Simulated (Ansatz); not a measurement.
# Al3Cu2 (P-3m1) in Ansatz: a series of runs

Runs on Al3Cu2. Level: PBEsol. Tasks: relaxation of the atoms.

Everything below comes from runs of Ansatz 0.2.0. Logs are shortened: lines on timing, memory, paths and dates and some standing lists are left out, and cuts for length are marked.

## 1. Starting point

Symmetry: P-3m1, No. 164, trigonal system. The conventional cell has a = 4.092 Å, b = 4.092 Å, c = 4.793 Å, α = 90.00°, β = 90.00°, γ = 120.00°. Cu (site symmetry 3m) is surrounded by 8 Al at 2.35 to 2.53 Å. Around Al (site symmetry 3m) lie 5 Cu at 2.35 to 2.53 Å. Around Al (site symmetry -3m) lie 6 Cu at 2.48 Å.

The cell comes from a database or a generator and needn't be the stable form of this composition.

## 2. Relaxation of the atoms, PBEsol, 13.90 Å³/atom

input.yaml

```yaml
crystal:
  lattice:
    - [4.0919516368, 0.0, 0.0]
    - [-2.0459758184, 3.5437340685, 0.0]
    - [0.0, 0.0, 4.793067552]
  atoms:
    - { symbol: Cu, position: [0.6666666667, 0.3333333333, 0.16048787] }
    - { symbol: Cu, position: [0.3333333333, 0.6666666667, 0.83951213] }
    - { symbol: Al, position: [0.6666666667, 0.3333333333, 0.65007465] }
    - { symbol: Al, position: [0.3333333333, 0.6666666667, 0.34992535] }
    - { symbol: Al, position: [0.0, 0.0, 0.0] }
hamiltonian:
  xc: pbesol
  pseudopotentials: { kind: paw }
kpoints:
  mp_grid: { grid: [6, 6, 5] }
scf:
  occupations: { method: fermi_dirac, width: 0.05 }
output:
  forces: true
  stress: true
  eigenvalues: true
relax:
  f_tol: 0.01
  max_steps: 40
```

Potentials or basis: Ansatz PAW.

Command:

```
$ ansatz run input.yaml --threads 2 --pin off --max-ram 5632MiB --backend cpu --events-out ev --progress --plain --runs-dir out
```

Output:

```text
Warning: output.stress: scf.convergence.dr2_threshold = 1e-7 eV (the SCF's general default) is looser than the 5e-10 eV advised for a printed stress (1e-10 eV for each atom of the cell: 5). What an SCF threshold leaves in a stress goes as its square root, and in the free energy as the threshold itself, and one threshold admits the most on a small cell: of the crystals measured, under no hybrid functional and no lock of the moments, on runs that ended without the residual-converged pass, on stresses that held no estimate of that error, the worst erred by over 100 MPa in a component at 1e-7 eV an atom and by under 5 at 1e-10. Every solve of this run answers to scf.convergence.dr2_threshold, and the tensor of one is reported: a single SCF on the reported geometry and on this run's grids (its basis.xc_grid and basis.ecutrho_ratio typed), with scf.convergence.dr2_threshold at 5e-10 eV or tighter, prints it and tightens no other solve. Else set scf.convergence.dr2_threshold to 5e-10 eV or tighter. The threshold is an SCF's pass mark: one that does not reach it within its budget of iterations ends unconverged, or closes short of it on a stop that the run arms, and scf.convergence.dr2_threshold's page says what that costs each kind of run
Warning: RAYON_NUM_THREADS=2 ignored (pool sized by the plan → 2); use --threads N
Engine: ansatz 0.2.0, x86_64-unknown-linux-gnu
Pseudopotentials: kind: paw
Pseudopotential: Cu, paw, valence charge 19, recommended cutoff 420 eV (normal), Cu.paw.azcp
Pseudopotential: Al, paw, valence charge 3, recommended cutoff 420 eV (normal), Al.paw.azcp
Functional definition: PBEsol
  exchange = pbesol_x
  correlation = pbesol_c
Crystal: 5 atoms, lattice volume = 69.503 Å³
Basis set: ecut = 420 eV, 1349 PW (Γ), exchange–correlation on 60×60×72 points (8 copies of the dense FFT grid, shifted against one another)
Bands: 29, of which v1, the nominal top of the filled ones, is band 24 counted from 1 (23 counted from 0)
Symmetry: 12 space group operations
Space group: P-3m1 (ITA 164), of the structure as read, at distance tolerance 4.1e-5 Å
k-points: 27 of 180
Non-local potential: Cu, projectors of the file, l = 0: 3, l = 1: 2, l = 2: 3, l = 3: 1
Non-local potential: Al, projectors of the file, l = 0: 2, l = 1: 2, l = 2: 1
PAW form: soft (Blöchl's): semilocal exchange-correlation on the pseudo side does not see the compensation charge
PAW frozen core: Cu, regenerated for the run's functional, and the local potential with it (the file was generated under x = pbe(κ = 0.804, μ = 0.2195149727645171), c = pbe(β = 0.06672455060314922))
PAW frozen core: Al, regenerated for the run's functional, and the local potential with it (the file was generated under x = pbe(κ = 0.804, μ = 0.2195149727645171), c = pbe(β = 0.06672455060314922))
PAW one-centre angular grid: Cu, 590 points (default); XC on 64 Gauss nodes
PAW one-centre angular grid: Al, 110 points (default); XC on 64 Gauss nodes
Initial density: superposition of atomic densities (neutral atoms: chi_scale 0, normalization atom), corrected by the library's trained network
Initial wavefunctions: pseudopotential atomic-orbital guess
Functional: x = pbesol(κ = 0.804, μ = 0.12345679012345678), c = pbesol(β = 0.046)
SCF iter   1: F=—  HF=-14751.945126 eV  |F-HF|=—  |Δ(HF+E_count)|=         —  Δρ=1.28e-2  dr2=6.65e-2  ethr=1.77e-3  ⟨swp⟩=6.3  Hψ=3516  notcnv=0
preconditioner: auto → Kerker (q_TF=auto, 2.556 Å⁻¹)  [metal: Δε(μ)=0.022 eV  Ē_g=7.853 eV  σ=0.050 eV  W_gap=0.11  n_scr=20 (ndim 8)  ℏωp=24.8 eV  f_vac=0.000  D(μ)=1.39/eV (n_scr^D=8)]
SCF iter   2: F=—  HF=-14751.933002 eV  |F-HF|=—  |Δ(HF+E_count)|=   1.21e-2  Δρ=1.39e-3  dr2=1.59e-3  ethr=1.42e-4  ⟨swp⟩=2.1  Hψ=1493  notcnv=0  defer=10
SCF iter   3: F=—  HF=-14751.932134 eV  |F-HF|=—  |Δ(HF+E_count)|=   8.68e-4  Δρ=1.54e-3  dr2=1.71e-3  ethr=3.39e-6  ⟨swp⟩=2.1  Hψ=1177  notcnv=0  defer=10
SCF iter   4: F=—  HF=-14751.931776 eV  |F-HF|=—  |Δ(HF+E_count)|=   3.57e-4  Δρ=6.33e-4  dr2=3.73e-4  ethr=3.39e-6  ⟨swp⟩=1.0  Hψ=773  notcnv=0  defer=10
SCF iter   5: F=—  HF=-14751.931705 eV  |F-HF|=—  |Δ(HF+E_count)|=   7.17e-5  Δρ=1.89e-4  dr2=3.90e-5  ethr=7.95e-7  ⟨swp⟩=1.4  Hψ=811  notcnv=0  defer=10
SCF iter   6: F=—  HF=-14751.931693 eV  |F-HF|=—  |Δ(HF+E_count)|=   1.12e-5  Δρ=4.48e-5  dr2=2.78e-6  ethr=8.29e-8  ⟨swp⟩=2.6  Hψ=1146  notcnv=0  defer=10
SCF iter   7: F=-14751.931693 eV  HF=-14751.931693 eV  |F-HF|=8.78e-8  |Δ(HF+E_count)|=   7.12e-7  Δρ=1.02e-5  dr2=1.09e-7  ethr=5.32e-9  ⟨swp⟩=6.2  Hψ=3335  notcnv=0
SCF 1 converged in 7 iterations: F = -14751.931693 eV  dr2 = 1.09e-7
relax step   1: F+E_penalty+E_count = -14751.93169267 eV  Δ(F+E_penalty+E_count) = +0.000e0 eV  max|allowed force component| = 2.842e-1 eV/Å  Δτ_max = 0.0000 Å  (7 SCF iters, dr2 threshold 2.50e-6 eV, accepted)
Initial density: handed on by an earlier stage of this run
Initial wavefunctions: those handed on with the density
iter 1 solved again at ethr=4.62e-6 eV; its pass at ethr=3.10e-3 eV (dr2=2.17e-3 eV) is discarded
[... 23 lines left out ...]
SCF iter   3: F=—  HF=-14751.941169 eV  |F-HF|=—  |Δ(HF+E_count)|=   4.64e-6  Δρ=2.64e-5  dr2=3.63e-7  ethr=3.05e-8  ⟨swp⟩=2.1  Hψ=1143  notcnv=0  defer=10
SCF iter   4: F=—  HF=-14751.941169 eV  |F-HF|=—  |Δ(HF+E_count)|=   7.48e-8  Δρ=1.62e-5  dr2=1.67e-7  ethr=7.73e-10  ⟨swp⟩=2.5  Hψ=1322  notcnv=0  defer=10
iter 5 did not close the SCF: its close was put off for the readings that it lacked (scf_convergence_deferred on its scf_iter line)
SCF iter   5: F=-14751.941169 eV  HF=-14751.941169 eV  |F-HF|=1.73e-8  |Δ(HF+E_count)|=   3.85e-8  Δρ=3.64e-6  dr2=1.75e-8  ethr=3.56e-10  ⟨swp⟩=2.5  Hψ=1165  notcnv=0  defer=10
SCF iter   6: F=-14751.941169 eV  HF=-14751.941169 eV  |F-HF|=4.15e-10  |Δ(HF+E_count)|=   4.86e-9  Δρ=5.43e-7  dr2=4.70e-10  ethr=3.73e-11  ⟨swp⟩=3.2  Hψ=2343  notcnv=0
SCF 4 converged in 6 iterations: F = -14751.941169 eV  dr2 = 4.70e-10
relax step   4: F+E_penalty+E_count = -14751.94116900 eV  Δ(F+E_penalty+E_count) = -3.136e-5 eV  max|allowed force component| = 1.174e-2 eV/Å  Δτ_max = 0.0027 Å  (6 SCF iters, accepted)
SCF iter   1: F=—  HF=-14751.941189 eV  |F-HF|=—  |Δ(HF+E_count)|=         —  Δρ=7.37e-5  dr2=4.62e-6  ethr=9.03e-8  ⟨swp⟩=2.0  Hψ=1639  notcnv=0
preconditioner: auto → Kerker (q_TF=auto, 2.556 Å⁻¹)  [metal: Δε(μ)=0.008 eV  Ē_g=7.935 eV  σ=0.050 eV  W_gap=0.04  n_scr=20 (ndim 8)  ℏωp=24.8 eV  f_vac=0.000  D(μ)=1.73/eV (n_scr^D=8)]
SCF iter   2: F=—  HF=-14751.941179 eV  |F-HF|=—  |Δ(HF+E_count)|=   9.63e-6  Δρ=4.27e-5  dr2=1.83e-6  ethr=9.82e-9  ⟨swp⟩=1.0  Hψ=999  notcnv=0
iter 3 did not close the SCF: its close was put off for the readings that it lacked (scf_convergence_deferred on its scf_iter line)
SCF iter   3: F=-14751.941179 eV  HF=-14751.941179 eV  |F-HF|=8.27e-8  |Δ(HF+E_count)|=   6.13e-7  Δρ=1.17e-5  dr2=6.05e-8  ethr=3.89e-9  ⟨swp⟩=2.0  Hψ=1146  notcnv=0
iter 4 did not close the SCF: its close was put off for the readings that it lacked (scf_convergence_deferred on its scf_iter line)
SCF iter   4: F=-14751.941179 eV  HF=-14751.941179 eV  |F-HF|=1.82e-8  |Δ(HF+E_count)|=   1.51e-8  Δρ=5.07e-6  dr2=1.82e-8  ethr=1.29e-10  ⟨swp⟩=2.5  Hψ=1317  notcnv=0
iter 5 did not close the SCF: its close was put off for the readings that it lacked (scf_convergence_deferred on its scf_iter line)
SCF iter   5: F=-14751.941179 eV  HF=-14751.941179 eV  |F-HF|=3.75e-9  |Δ(HF+E_count)|=   3.46e-9  Δρ=1.89e-6  dr2=3.89e-9  ethr=3.87e-11  ⟨swp⟩=1.1  Hψ=792  notcnv=0
SCF iter   6: F=-14751.941179 eV  HF=-14751.941179 eV  |F-HF|=2.07e-10  |Δ(HF+E_count)|=  9.13e-10  Δρ=3.87e-7  dr2=2.28e-10  ethr=8.27e-12  ⟨swp⟩=2.5  Hψ=2169  notcnv=0
SCF 5 converged in 6 iterations: F = -14751.941179 eV  dr2 = 2.28e-10
relax step   5: F+E_penalty+E_count = -14751.94117877 eV  Δ(F+E_penalty+E_count) = -9.770e-6 eV  max|allowed force component| = 9.523e-6 eV/Å  Δτ_max = 0.0009 Å  (6 SCF iters, accepted)
SCF converged after 6 iterations
Free energy (F): -14751.941179 eV
Harris-Foulkes:  -14751.941179 eV  (|F-HF|=2.07e-10)
Internal energy: -14751.928001 eV  (E = F + TS)
E sigma→0 (E₀):  -14751.934590 eV
Entropy (-TS):   -0.013178 eV (-2.636 meV/atom)
Fermi energy:    11.884030 eV
--- Per-component energies (eV) ---
  E_band       = -911.258890
  E_kinetic    = 675.333017
  E_local      = -11528.830970  (includes V_loc(G=0)·N_el)
  E_nonlocal   = 802.475280
  E_hartree    = 5178.209907
  E_xc         = -301.151357
  E_vxc        = -324.747085  (∫ρ·V_xc dr)
  E_paw        = -4607.280095  (= ΣΔE_a)
  E_vpaw       = -891.908230  (= ΣTr[D̂ρ^β])
  E_aug_tail   = 0.000498  (compensation charges beyond the density's cutoff)
  E_ewald      = -4971.154102
  E_core_change = 0.469821  (= ΣΔE_core)
  E_smearing   = -0.013178  (= −TS)
  E_closure    = -0.000000  (closes the sum)
  Σ components = -14751.941179   (vs F -14751.941179, Δ=0.00e0)
--- Forces (eV/Å), atoms counted from 1 ---
  atom   1  Cu    -0.00000000    -0.00000000    -0.00000269
  atom   2  Cu     0.00000000     0.00000000     0.00000269
  atom   3  Al     0.00000000     0.00000000    -0.00000952
  atom   4  Al     0.00000000    -0.00000000     0.00000952
  atom   5  Al     0.00000000    -0.00000000     0.00000000
  max |Σ_I F_I| component: 2.31e-18 eV/Å
--- Stress (GPa, compression-positive) ---
        2.765721       0.000000       0.000000
        0.000000       2.765721      -0.000000
        0.000000      -0.000000      11.484048
  P = ⅓ Tr σ = 5.6718 GPa (56.718 kbar)
--- Band table (eV; the first three rows and the last of 27) ---
  k-point 0: bands = ["-102.2865", "-102.2845", "-59.8252", "-59.8183", "-59.7828", "-59.7828", "-59.7732", "-59.7732", "0.2731", "5.3306", "5.8912", "6.2978", "6.2978", "6.6525", "6.6525", "7.2625", "7.2625", "7.6094", "7.6094", "8.2289", "8.2367", "11.4017", "11.4017", "13.0450", "13.0450", "14.2570", "14.5897", "17.2892", "17.4831"]
  k-point 1: bands = ["-102.2865", "-102.2845", "-59.8252", "-59.8184", "-59.7828", "-59.7828", "-59.7732", "-59.7732", "0.5190", "4.2672", "6.1072", "6.2638", "6.2638", "6.6302", "6.6302", "7.3160", "7.3160", "7.4079", "7.6120", "7.6120", "10.3771", "11.6833", "11.6833", "13.1813", "13.1813", "14.3253", "14.7337", "15.8010", "15.8010"]
  k-point 2: bands = ["-102.2865", "-102.2845", "-59.8252", "-59.8185", "-59.7828", "-59.7828", "-59.7732", "-59.7732", "1.1785", "2.8267", "6.2157", "6.2157", "6.2311", "6.5907", "6.5907", "7.2562", "7.4328", "7.4328", "7.5822", "7.5822", "12.4740", "12.4740", "13.0592", "13.3344", "13.3344", "14.3881", "14.3881", "14.5444", "15.0601"]
  k-point 26: bands = ["-102.2855", "-102.2855", "-59.8225", "-59.8225", "-59.7841", "-59.7774", "-59.7774", "-59.7720", "4.6430", "4.6430", "4.8083", "5.6779", "5.6779", "6.1944", "6.8837", "6.8837", "6.9036", "7.3738", "7.5631", "7.5631", "7.8692", "8.0870", "8.0870", "9.5585", "16.4636", "16.6891", "16.6891", "17.4655", "17.4655"]
--- Relaxed structure (5 steps of the walk, 5 accepted, 0 SCFs on fresh bases) ---
  F+E_penalty+E_count = -14751.94117877 eV   max|allowed force component| = 9.523e-6 eV/Å
  atoms:
    - { symbol: Cu, position: [0.6666666666666666, 0.3333333333333333, 0.15308352779446704] }
    - { symbol: Cu, position: [0.3333333333333333, 0.6666666666666666, 0.846916472205533] }
    - { symbol: Al, position: [0.6666666666666666, 0.3333333333333333, 0.6470278515675328] }
    - { symbol: Al, position: [0.3333333333333333, 0.6666666666666666, 0.352972148432467] }
    - { symbol: Al, position: [-8.329794214059768e-36, -7.246329839851112e-36, 2.533464049921583e-19] }
```

It took 4.1 s on 2 threads of Intel Xeon 6975P-C (Granite Rapids), shared host; peak memory 0.43 GiB.

What came out:

```yaml
Free_energy: -14751.9412 eV
Energy_gained_by_relaxing: 1.9 meV/atom
Ionic_steps: 5
Pressure_after_relaxing: 5.7 GPa
Band_gap_on_the_k_mesh: none (metal or under the smearing width)
```

Caveat: the PAW data sets come from PBE, with cores solved anew for the run's functional, which leaves a small shift of forces and pressure; the thresholds are loose for stress.

## 3. Relaxation of the atoms, PBEsol, 14.19 Å³/atom

Edit input.yaml of step 2 so:

```diff
@@ -4,3 +4,3 @@
     - [-2.0459758184, 3.5437340685, 0.0]
-    - [0.0, 0.0, 4.793067552]
+    - [0.0, 0.0, 4.892923126]
   atoms:
```

Potentials or basis: Ansatz PAW.

Command:

```
$ ansatz run input.yaml --threads 2 --pin off --max-ram 5632MiB --backend cpu --events-out ev --progress --plain --runs-dir out
```

Wall time 3.7 s (2 threads of Intel Xeon 6975P-C (Granite Rapids), shared host); peak memory 0.42 GiB.

The run converged. Its results:

```yaml
Free_energy: -14752.0167 eV
Energy_gained_by_relaxing: 0.7 meV/atom
Ionic_steps: 4
Pressure_after_relaxing: 2.6 GPa
Largest_force_after_relaxing: 0.005 eV/Å
Band_gap_on_the_k_mesh: none (metal or under the smearing width)
```

Caveat: the PAW data sets come from PBE, with cores solved anew for the run's functional, which leaves a small shift of forces and pressure; the thresholds are loose for stress.
